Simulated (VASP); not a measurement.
# GaAs (F-43m) in VASP: further runs

Runs on GaAs. Level: PBE. Tasks: single point.

Program: VASP 6.6.1. These are calculated values, not measurements. Logs are shortened: lines on timing, memory, paths and dates and some standing lists are left out, and cuts for length are marked.

## (1) The crystal as given

Symmetry: F-43m, No. 216, cubic system. The conventional cell has a = 5.654 Å, b = 5.654 Å, c = 5.654 Å, α = 90.00°, β = 90.00°, γ = 90.00°. As (site symmetry -43m) is surrounded by 4 Ga at 2.45 Å. Ga (site symmetry -43m) has 4 As at 2.45 Å as nearest neighbours.

## (2) Single point, PBE, spin-orbit coupling, no magnetisation

The input, INCAR:

```
SYSTEM = GaAs
PREC = Accurate
ENCUT = 600
EDIFF = 1E-7
ISMEAR = 0
SIGMA = 0.02
LREAL = .FALSE.
LASPH = .TRUE.
NELM = 100
ALGO = Normal
ISIF = 2
LWAVE = .FALSE.
LCHARG = .FALSE.
MAGMOM = 0 0 0 0 0 0
LORBIT = 11
LSORBIT = .TRUE.
GGA_COMPAT = .FALSE.
GGA = PE
NBANDS = 34
```

The input, KPOINTS:

```
regular mesh
0
G
  6 6 6
  0 0 0
```

The input, POSCAR:

```
GaAs
1.0
    0.0000000000      2.8268500000      2.8268500000
    2.8268500000      0.0000000000      2.8268500000
    2.8268500000      2.8268500000      0.0000000000
As Ga
1 1
Direct
    0.7500000000      0.7500000000      0.7500000000
    0.0000000000      0.0000000000      0.0000000000
```

Potentials or basis: VASP PAW PBE potentials, release 64 (As, Ga_d).

Run with:

```sh
> cat potpaw_PBE.64/As/POTCAR potpaw_PBE.64/Ga_d/POTCAR > POTCAR
> mpirun -np 1 vasp_ncl > vasp.out
```

OUTCAR:

```text
SYSTEM = GaAs
   PREC = Accurate
   ENCUT = 600
   EDIFF = 1E-7
   ISMEAR = 0
   LREAL = .FALSE.
   LASPH = .TRUE.
   NELM = 100
   ISIF = 2
   LORBIT = 11
   LSORBIT = .TRUE.
   GGA = PE

 Found     22 irreducible k-points:

 Following reciprocal coordinates:
            Coordinates               Weight
  0.000000  0.000000  0.000000      1.000000
  0.166667  0.000000  0.000000      4.000000
 -0.166667  0.000000  0.000000      4.000000
  0.333333  0.000000  0.000000      4.000000
 -0.333333  0.000000  0.000000      4.000000
  0.500000  0.000000  0.000000      4.000000
   k-points           NKPTS =     22   k-points in BZ     NKDIM =     22   number of bands    NBANDS=     34
   number of dos      NEDOS =    301   number of ions     NIONS =      2
   total plane-waves  NPLWV =  32768
   dimension x,y,z NGX =    32 NGY =   32 NGZ =   32
   dimension x,y,z NGXF=    64 NGYF=   64 NGZF=   64
   ions per type =               1   1
   NGX,Y,Z   is equivalent  to a cutoff of  13.31, 13.31, 13.31 a.u.
   NGXF,Y,Z  is equivalent  to a cutoff of  26.61, 26.61, 26.61 a.u.
 SYSTEM =  GaAs
   PREC   = accura    normal or accurate (medium, high low for compatibility)
   ISTART =      0    job   : 0-new  1-cont  2-samecut
   ICHARG =      2    charge: 1-file 2-atom 10-const
   ISPIN  =      1    spin polarized calculation?
   LNONCOLLINEAR =      T non collinear calculations
   LSORBIT =      T    spin-orbit coupling
   LASPH  =      T    aspherical Exc in radial PAW
   ENCUT  =  600.0 eV  44.10 Ry    6.64 a.u.   7.98  7.98  7.98*2*pi/ulx,y,z
   NELM   =    100;   NELMIN=  2; NELMDL= -5     # of ELM steps
   EDIFF  = 0.1E-06   stopping-criterion for ELM
   LREAL  =      F    real-space projection
   EDIFFG = 0.1E-05   stopping-criterion for IOM
   NSW    =      0    number of steps for IOM
   IBRION =     -1    ionic relax: 0-MD 1-quasi-New 2-CG
   NFREE  =      0    steps in history (QN), initial steepest desc. (CG)
   ISIF   =      2    stress and relaxation
   ISYM   =      2    0-nonsym 1-usesym 2-fastsym
   POTIM  = 0.5000    time-step for ionic-motion
   TEBEG  =    0.0;   TEEND  =   0.0 temperature during run
   PSTRESS=    0.0 pullay stress
   NELECT =      18.0000    total number of electrons
   NUPDOWN=      -1.0000    fix difference up-down
   EMIN   =  10.00;   EMAX   =-10.00  energy-range for DOS
   EFERMI =   0.00;   METHOD = LEGACY
   ISMEAR =     0;   SIGMA  =   0.02  broadening in eV -4-tet -1-fermi 0-gaus
   EFERMI_NEDOS =   21; number of points for ismear=-14 and -15
   IALGO  =     38    algorithm
   IMIX   =      4    mixing-type and parameters
     AMIX     =   0.40;   BMIX     =  1.00
[... 250 lines left out ...]
  in kB       34.1509284     34.1509284     34.1509284     -0.0000000      0.0000000      0.0000000
  external PRESSURE =      34.1509284 kB  Pullay stress =       0.0000000 kB

 VOLUME and BASIS-vectors are now :
 -----------------------------------------------------------------------------
  energy-cutoff  :      600.00
  volume of cell :       45.18
      direct lattice vectors                 reciprocal lattice vectors
     0.000000000  2.826850000  2.826850000    -0.176875321  0.176875321  0.176875321
     2.826850000  0.000000000  2.826850000     0.176875321 -0.176875321  0.176875321
     2.826850000  2.826850000  0.000000000     0.176875321  0.176875321 -0.176875321

 POSITION                                       TOTAL-FORCE (eV/Angst)
 -----------------------------------------------------------------------------------
      4.24027      4.24027      4.24027         0.000000      0.000000      0.000000
      0.00000      0.00000      0.00000        -0.000000     -0.000000     -0.000000
 -----------------------------------------------------------------------------------
    total drift:                               -0.000000     -0.000000     -0.000000

  FREE ENERGIE OF THE ION-ELECTRON SYSTEM (eV)
  ---------------------------------------------------
  free  energy   TOTEN  =        -8.2446380365 eV

  energy  without entropy=       -8.2446380365  energy(sigma->0) =       -8.24463804

 Spin-Orbit-Coupling matrix elements

 Ion:    1  E_soc:     -0.0239200
 l=   1
     0.0000000    -0.0039789    -0.0039789
    -0.0039789     0.0000000    -0.0039789
    -0.0039789    -0.0039789     0.0000000
 l=   2
     0.0000000    -0.0000039     0.0000000    -0.0000039    -0.0000038
    -0.0000039     0.0000000    -0.0000029    -0.0000039    -0.0000010
     0.0000000    -0.0000029     0.0000000    -0.0000029     0.0000000
    -0.0000039    -0.0000039    -0.0000029     0.0000000    -0.0000010
    -0.0000038    -0.0000010     0.0000000    -0.0000010     0.0000000
 l=   3
     0.0000000     0.0000000     0.0000000     0.0000000     0.0000000     0.0000000     0.0000000
     0.0000000     0.0000000     0.0000000     0.0000000     0.0000000     0.0000000     0.0000000
     0.0000000     0.0000000     0.0000000     0.0000000     0.0000000     0.0000000     0.0000000
     0.0000000     0.0000000     0.0000000     0.0000000     0.0000000     0.0000000     0.0000000
     0.0000000     0.0000000     0.0000000     0.0000000     0.0000000     0.0000000     0.0000000
     0.0000000     0.0000000     0.0000000     0.0000000     0.0000000     0.0000000     0.0000000
     0.0000000     0.0000000     0.0000000     0.0000000     0.0000000     0.0000000     0.0000000

 Ion:    2  E_soc:     -0.0119123
 l=   1
     0.0000000    -0.0011519    -0.0011519
    -0.0011519     0.0000000    -0.0011519
    -0.0011519    -0.0011519     0.0000000
 l=   2
     0.0000000    -0.0001664     0.0000000    -0.0001664    -0.0006671
    -0.0001664     0.0000000    -0.0005003    -0.0001664    -0.0001668
     0.0000000    -0.0005003     0.0000000    -0.0005003     0.0000000
    -0.0001664    -0.0001664    -0.0005003     0.0000000    -0.0001668
    -0.0006671    -0.0001668     0.0000000    -0.0001668     0.0000000
 l=   3
     0.0000000     0.0000000     0.0000000     0.0000000     0.0000000     0.0000000     0.0000000
     0.0000000     0.0000000     0.0000000     0.0000000     0.0000000     0.0000000     0.0000000
     0.0000000     0.0000000     0.0000000     0.0000000     0.0000000     0.0000000     0.0000000
     0.0000000     0.0000000     0.0000000     0.0000000     0.0000000     0.0000000     0.0000000
     0.0000000     0.0000000     0.0000000     0.0000000     0.0000000     0.0000000     0.0000000
     0.0000000     0.0000000     0.0000000     0.0000000     0.0000000     0.0000000     0.0000000
     0.0000000     0.0000000     0.0000000     0.0000000     0.0000000     0.0000000     0.0000000

 total charge

# of ion       s       p       d       tot
------------------------------------------
    1        1.206   1.605   0.031   2.842
    2        0.878   0.804   9.995  11.677
--------------------------------------------------
tot          2.084   2.410  10.026  14.520

 magnetization (x)

# of ion       s       p       d       tot
------------------------------------------
    1        0.000   0.000  -0.000   0.000
    2        0.000   0.000   0.000   0.000
--------------------------------------------------
tot          0.000   0.000  -0.000   0.000

 magnetization (y)

# of ion       s       p       d       tot
------------------------------------------
    1        0.000   0.000   0.000   0.000
    2        0.000  -0.000   0.000  -0.000
--------------------------------------------------
tot          0.000  -0.000   0.000  -0.000

 magnetization (z)

# of ion       s       p       d       tot
------------------------------------------
    1       -0.000   0.000  -0.000   0.000
    2       -0.000  -0.000   0.000  -0.000
--------------------------------------------------
tot         -0.000   0.000  -0.000  -0.000
```

stdout:

```text
POSCAR found type information on POSCAR AsGa
 POSCAR found :  2 types and       2 ions
 scaLAPACK will be used
 LDA part: xc-table for (Slater+PW92), standard interpolation
 POSCAR, INCAR and KPOINTS ok, starting setup
 FFT: planning ... GRIDC
 FFT: planning ... GRID_SOFT
 FFT: planning ... GRID
 WAVECAR not read
 entering main loop
```

Wall time 51 s (1 thread of Intel Xeon Platinum 8559C (Emerald Rapids), shared host); peak memory 0.32 GiB.

The run converged, but some of its settings lie outside the range that counts as converged, so its numbers aren't taken as properties of the crystal.

Results:

```
Free energy                                           : -8.2446 eV
Pressure                                              : 3.4 GPa
Valence electrons inside the program's atomic spheres : As 2.84; Ga 11.68
```

## (3) Single point, PBE, spin-orbit coupling, no magnetisation

INCAR: that of step 2 with these lines changed.

```diff
@@ -2,3 +2,3 @@
 PREC = Accurate
-ENCUT = 600
+ENCUT = 500
 EDIFF = 1E-7
```

The input, KPOINTS:

```
regular mesh
0
G
  7 7 7
  0 0 0
```

POSCAR is that of step 2.

Potentials or basis: VASP PAW PBE potentials, release 64 (As, Ga_d).

Run with:

```sh
> cat potpaw_PBE.64/As/POTCAR potpaw_PBE.64/Ga_d/POTCAR > POTCAR
> mpirun -np 1 vasp_ncl > vasp.out
```

It took 70 s on 1 thread of Intel Xeon Platinum 8559C (Emerald Rapids), shared host; peak memory 0.3 GiB.

These settings aren't checked as converged: the numbers below hold their error.

What came out:

```
Free energy                                           : -8.2590 eV
Pressure                                              : 3.4 GPa
Valence electrons inside the program's atomic spheres : As 2.84; Ga 11.68
```

## (4) Single point, PBE, spin-orbit coupling, no magnetisation

INCAR: that of step 3 with these lines changed.

```diff
@@ -2,3 +2,3 @@
 PREC = Accurate
-ENCUT = 500
+ENCUT = 600
 EDIFF = 1E-7
```

KPOINTS is that of step 3.

POSCAR is that of step 3.

Potentials or basis: VASP PAW PBE potentials, release 64 (As, Ga_d).

Run with:

```sh
> cat potpaw_PBE.64/As/POTCAR potpaw_PBE.64/Ga_d/POTCAR > POTCAR
> mpirun -np 1 vasp_ncl > vasp.out
```

OUTCAR:

```text
SYSTEM = GaAs
   PREC = Accurate
   ENCUT = 600
   EDIFF = 1E-7
   ISMEAR = 0
   LREAL = .FALSE.
   LASPH = .TRUE.
   NELM = 100
   ISIF = 2
   LORBIT = 11
   LSORBIT = .TRUE.
   GGA = PE

 Found     30 irreducible k-points:

 Following reciprocal coordinates:
            Coordinates               Weight
  0.000000  0.000000  0.000000      1.000000
  0.142857  0.000000  0.000000      4.000000
 -0.142857  0.000000  0.000000      4.000000
  0.285714  0.000000  0.000000      4.000000
 -0.285714  0.000000  0.000000      4.000000
  0.428571  0.000000  0.000000      4.000000
   k-points           NKPTS =     30   k-points in BZ     NKDIM =     30   number of bands    NBANDS=     34
   number of dos      NEDOS =    301   number of ions     NIONS =      2
   total plane-waves  NPLWV =  32768
   dimension x,y,z NGX =    32 NGY =   32 NGZ =   32
   dimension x,y,z NGXF=    64 NGYF=   64 NGZF=   64
   ions per type =               1   1
   NGX,Y,Z   is equivalent  to a cutoff of  13.31, 13.31, 13.31 a.u.
   NGXF,Y,Z  is equivalent  to a cutoff of  26.61, 26.61, 26.61 a.u.
 SYSTEM =  GaAs
   PREC   = accura    normal or accurate (medium, high low for compatibility)
   ISTART =      0    job   : 0-new  1-cont  2-samecut
   ICHARG =      2    charge: 1-file 2-atom 10-const
   ISPIN  =      1    spin polarized calculation?
   LNONCOLLINEAR =      T non collinear calculations
   LSORBIT =      T    spin-orbit coupling
   LASPH  =      T    aspherical Exc in radial PAW
   ENCUT  =  600.0 eV  44.10 Ry    6.64 a.u.   7.98  7.98  7.98*2*pi/ulx,y,z
   NELM   =    100;   NELMIN=  2; NELMDL= -5     # of ELM steps
   EDIFF  = 0.1E-06   stopping-criterion for ELM
   LREAL  =      F    real-space projection
   EDIFFG = 0.1E-05   stopping-criterion for IOM
   NSW    =      0    number of steps for IOM
   IBRION =     -1    ionic relax: 0-MD 1-quasi-New 2-CG
   NFREE  =      0    steps in history (QN), initial steepest desc. (CG)
   ISIF   =      2    stress and relaxation
   ISYM   =      2    0-nonsym 1-usesym 2-fastsym
   POTIM  = 0.5000    time-step for ionic-motion
[... 274 lines left out ...]
      0.00000      0.00000      0.00000        -0.000000     -0.000000      0.000000
 -----------------------------------------------------------------------------------
    total drift:                               -0.000000     -0.000000     -0.000000

  FREE ENERGIE OF THE ION-ELECTRON SYSTEM (eV)
  ---------------------------------------------------
  free  energy   TOTEN  =        -8.2589420101 eV

  energy  without entropy=       -8.2589420101  energy(sigma->0) =       -8.25894201

 Spin-Orbit-Coupling matrix elements

 Ion:    1  E_soc:     -0.0239585
 l=   1
     0.0000000    -0.0039855    -0.0039855
    -0.0039855     0.0000000    -0.0039855
    -0.0039855    -0.0039855     0.0000000
 l=   2
     0.0000000    -0.0000038     0.0000000    -0.0000038    -0.0000039
    -0.0000038     0.0000000    -0.0000029    -0.0000038    -0.0000010
     0.0000000    -0.0000029     0.0000000    -0.0000029     0.0000000
    -0.0000038    -0.0000038    -0.0000029     0.0000000    -0.0000010
    -0.0000039    -0.0000010     0.0000000    -0.0000010     0.0000000
 l=   3
     0.0000000     0.0000000     0.0000000     0.0000000     0.0000000     0.0000000     0.0000000
     0.0000000     0.0000000     0.0000000     0.0000000     0.0000000     0.0000000     0.0000000
     0.0000000     0.0000000     0.0000000     0.0000000     0.0000000     0.0000000     0.0000000
     0.0000000     0.0000000     0.0000000     0.0000000     0.0000000     0.0000000     0.0000000
     0.0000000     0.0000000     0.0000000     0.0000000     0.0000000     0.0000000     0.0000000
     0.0000000     0.0000000     0.0000000     0.0000000     0.0000000     0.0000000     0.0000000
     0.0000000     0.0000000     0.0000000     0.0000000     0.0000000     0.0000000     0.0000000

 Ion:    2  E_soc:     -0.0119465
 l=   1
     0.0000000    -0.0011577    -0.0011577
    -0.0011577     0.0000000    -0.0011577
    -0.0011577    -0.0011577     0.0000000
 l=   2
     0.0000000    -0.0001661     0.0000000    -0.0001661    -0.0006672
    -0.0001661     0.0000000    -0.0005004    -0.0001661    -0.0001668
     0.0000000    -0.0005004     0.0000000    -0.0005004     0.0000000
    -0.0001661    -0.0001661    -0.0005004     0.0000000    -0.0001668
    -0.0006672    -0.0001668     0.0000000    -0.0001668     0.0000000
 l=   3
     0.0000000     0.0000000     0.0000000     0.0000000     0.0000000     0.0000000     0.0000000
     0.0000000     0.0000000     0.0000000     0.0000000     0.0000000     0.0000000     0.0000000
     0.0000000     0.0000000     0.0000000     0.0000000     0.0000000     0.0000000     0.0000000
     0.0000000     0.0000000     0.0000000     0.0000000     0.0000000     0.0000000     0.0000000
     0.0000000     0.0000000     0.0000000     0.0000000     0.0000000     0.0000000     0.0000000
     0.0000000     0.0000000     0.0000000     0.0000000     0.0000000     0.0000000     0.0000000
     0.0000000     0.0000000     0.0000000     0.0000000     0.0000000     0.0000000     0.0000000

 total charge

# of ion       s       p       d       tot
------------------------------------------
    1        1.208   1.602   0.031   2.841
    2        0.880   0.803   9.995  11.678
--------------------------------------------------
tot          2.088   2.405  10.026  14.519

 magnetization (x)

# of ion       s       p       d       tot
------------------------------------------
    1       -0.000   0.000   0.000  -0.000
    2        0.000  -0.000  -0.000   0.000
--------------------------------------------------
tot          0.000  -0.000  -0.000   0.000

 magnetization (y)

# of ion       s       p       d       tot
------------------------------------------
    1        0.000   0.000   0.000   0.000
    2        0.000   0.000   0.000   0.000
--------------------------------------------------
tot          0.000   0.000   0.000   0.000

 magnetization (z)

# of ion       s       p       d       tot
------------------------------------------
    1       -0.000   0.000   0.000   0.000
    2        0.000  -0.000   0.000   0.000
--------------------------------------------------
tot          0.000   0.000   0.000   0.000
```

stdout:

```text
POSCAR found type information on POSCAR AsGa
 POSCAR found :  2 types and       2 ions
 scaLAPACK will be used
 LDA part: xc-table for (Slater+PW92), standard interpolation
 POSCAR, INCAR and KPOINTS ok, starting setup
 FFT: planning ... GRIDC
 FFT: planning ... GRID_SOFT
 FFT: planning ... GRID
 WAVECAR not read
 entering main loop
```

Run time: 96 s. Hardware: 1 thread of Intel Xeon Platinum 8559C (Emerald Rapids), shared host; peak memory 0.34 GiB.

These settings aren't checked as converged: the numbers below hold their error.

Results:

```yaml
Free_energy: -8.2589 eV
Pressure: 3.4 GPa
Valence_electrons_inside_the_program's_atomic_spheres: As 2.84; Ga 11.68
```

## (5) Single point, PBE, spin-orbit coupling, no magnetisation

INCAR: that of step 4 with these lines changed.

```diff
@@ -2,3 +2,3 @@
 PREC = Accurate
-ENCUT = 600
+ENCUT = 500
 EDIFF = 1E-7
```

The input, KPOINTS:

```
regular mesh
0
G
  9 9 9
  0 0 0
```

POSCAR is that of step 4.

Run with:

```sh
> cat potpaw_PBE.64/As/POTCAR potpaw_PBE.64/Ga_d/POTCAR > POTCAR
> mpirun -np 1 vasp_ncl > vasp.out
```

Wall time 2.4 min (1 thread of Intel Xeon Platinum 8559C (Emerald Rapids), shared host); peak memory 0.35 GiB.

These settings aren't checked as converged: the numbers below hold their error.

What came out:

| Property | Result |
| --- | --- |
| Free energy | -8.2674 eV |
| Pressure | 3.4 GPa |
| Valence electrons inside the program's atomic spheres | As 2.84; Ga 11.68 |
